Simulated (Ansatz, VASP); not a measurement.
## Two plane-wave programs on Zn

The input INCAR:

```
PREC = Accurate ; ENCUT = 520
EDIFF = 1E-7 ; ISMEAR = -1
SIGMA = 0.05 ; LREAL = False
LASPH = True ; NELM = 80
ALGO = Normal ; ISIF = 2
LWAVE = False ; LCHARG = False
GGA = PS ; NBANDS = 12
```

Contents of KPOINTS:

```
regular mesh
0
Gamma
  12 12 12
```

The input POSCAR:

```
Zn
1.0
   -1.5585062330      1.5585062330      1.5585062330
    1.5585062330     -1.5585062330      1.5585062330
    1.5585062330      1.5585062330     -1.5585062330
Zn
1
Direct
    0.0000000000      0.0000000000      0.0000000000
```

Contents of input.yaml:

```yaml
crystal:
  lattice:
    - [-1.558506233, 1.558506233, 1.558506233]
    - [1.558506233, -1.558506233, 1.558506233]
    - [1.558506233, 1.558506233, -1.558506233]
  atoms:
    - { symbol: Zn, position: [0.0, 0.0, 0.0] }
hamiltonian:
  xc: pbesol
  pseudopotentials: { kind: paw }
kpoints:
  mp_grid: { grid: [12, 12, 12] }
scf:
  occupations: { method: fermi_dirac, width: 0.05 }
output:
  forces: true
  stress: true
  eigenvalues: true
  write_density: true
  write_potential: true
  elf: true
  volumetric_format: npy
```

Change from the starting cell: volume scaled by 0.98.

Alike in both runs: task single point; functional PBEsol; k mesh 12 × 12 × 12; occupations fermi-dirac, width 0.05 eV; no spin polarisation.

|  | VASP | Ansatz |
| --- | --- | --- |
| version | VASP 6.6.1 | Ansatz 0.2.0 |
| potentials or method | VASP PAW PBE potentials, release 64 (Zn) | Ansatz PAW |
| plane-wave cutoff (eV) | 520 | 420 |
| valence electrons in the cell | 12 | 12 |

|  | VASP | Ansatz | Ansatz less VASP |
| --- | --- | --- | --- |
| gap on the k mesh at the Fermi level (eV) | none | none | - |
| pressure (GPa) | -3.8 | -4.1 | -0.32 |

A gap of «none» marks a metal or a gap that the smearing closes.

Caveats: the PAW data sets were made with another functional, which shifts forces and pressure a little (VASP); the PAW data sets come from PBE, with cores solved anew for the run's functional, which leaves a small shift of forces and pressure (Ansatz).
